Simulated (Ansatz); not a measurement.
Crystal: Sn.

```
CELL_PARAMETERS angstrom
-2.94014 2.94014 1.59930
2.94014 -2.94014 1.59930
2.94014 2.94014 -1.59930
ATOMIC_POSITIONS crystal
Sn 0.00000 0.00000 0.00000
Sn 0.75000 0.25000 0.50000
```

| Property | Result |
| --- | --- |
| Program | Ansatz 0.2.0 |
| Task | relaxation of cell and atoms |
| Functional | PBE |
| Potentials or basis | Ansatz PAW |
| Cutoff | 420 eV (not typed: the program's choice for these potentials) |
| k mesh | 9 × 9 × 9 |
| Occupations | fermi-dirac, width 0.05 eV |
| Spin | no spin polarisation |

At the start: volume 27.65 Å³/atom.

Q: Where does the relaxation end?

A: It ends after 4 steps and the volume is 28.43 Å³/atom (+2.8 %); space group I4_1/amd (No. 141, to 0.05 Å).

The path:
| step | energy change (eV) | largest force (eV/Å) | volume (Å³) |
| --- | --- | --- | --- |
| 1 | 0.0000 | 0.0000 | 55.30 |
| 2 | -0.0056 | 0.0000 | 57.38 |
| 3 | -0.0064 | 0.0000 | 56.86 |
| 4 | -0.0068 | 0.0000 | 56.86 |

Final structure:
```cif
data_structure
_symmetry_space_group_name_H-M 'P 1'
_symmetry_Int_Tables_number 1
_cell_length_a 4.5005
_cell_length_b 4.5005
_cell_length_c 4.5005
_cell_angle_alpha 97.350
_cell_angle_beta 97.350
_cell_angle_gamma 138.085
_cell_volume 56.86
loop_
_atom_site_label
_atom_site_type_symbol
_atom_site_fract_x
_atom_site_fract_y
_atom_site_fract_z
_atom_site_occupancy
Sn1 Sn 0.00000 0.00000 0.00000 1
Sn2 Sn 0.75000 0.25000 0.50000 1
```

Caveat: the plane-wave basis is chosen anew once the cell has moved, so the energies of steps on either side of that aren't comparable.
